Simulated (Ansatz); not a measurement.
WS2: gradients before and after relaxing the atoms

Start: an entry of the Crystallography Open Database (COD).

```
W S
1.0
     1.57900    0.91164    6.16333
    -1.57900    0.91164    6.16333
     0.00000   -1.82327    6.16333
W S
1 2
Direct
  0.00000 0.00000 0.00000
  0.24970 0.24970 0.24970
  0.41900 0.41900 0.41900
```

Sites (sets of like atoms) are named by element and the number of their first atom in this list.

The numbers come from a DFT calculation in Ansatz (PBE, plane waves and PAW, scalar-relativistic, collinear spin, 420 eV cutoff, Γ-centred 16×16×16 k-points, Fermi–Dirac smearing 0.02 eV). Start moments as typed (μB): 2 on each W, none on the rest.

The largest force at the start is 0.61 eV/Å. Relaxing the ions at fixed cell moves them by 0.015 Å at most (atom 2, S) and 0.012 Å rms.

| site | atom | moved (Å) | first shell before | first shell after | V_zz before (10²¹ V/m²) | η before |
| --- | --- | --- | --- | --- | --- | --- |
| W | 1 | 0.012 | 6 S at 2.39–2.42 Å | 6 S at 2.41 Å | -17.32 | 0.00 |
| S2 | 2 | 0.015 | 3 W at 2.39 Å | 3 W at 2.41 Å | -4.93 | 0.00 |
| S3 | 3 | 0.003 | 3 W at 2.42 Å | 3 W at 2.41 Å | -4.15 | 0.00 |

Q: How do the gradients change?

A: 

| site | atom | V_zz after | η after | change of V_zz |
| --- | --- | --- | --- | --- |
| W | 1 | -16.80 | 0.00 | +0.52 |
| S2 | 2 | -4.43 | 0.00 | +0.50 |
| S3 | 3 | -4.25 | 0.00 | -0.10 |

The largest change of V_zz is on W, from -17.32 to -16.80. In per cent, |V_zz| changes by -3 on W, -10 to +2 on S (all sites that start above 0.5).

Without spin–orbit coupling the gradients at and beside W can be off by some per cent, at some sites by more. The start moments die out, and the run ends without spin.
Before: At this cell the principal stresses reach 5 GPa in size with PBE, which can matter for small gradients.
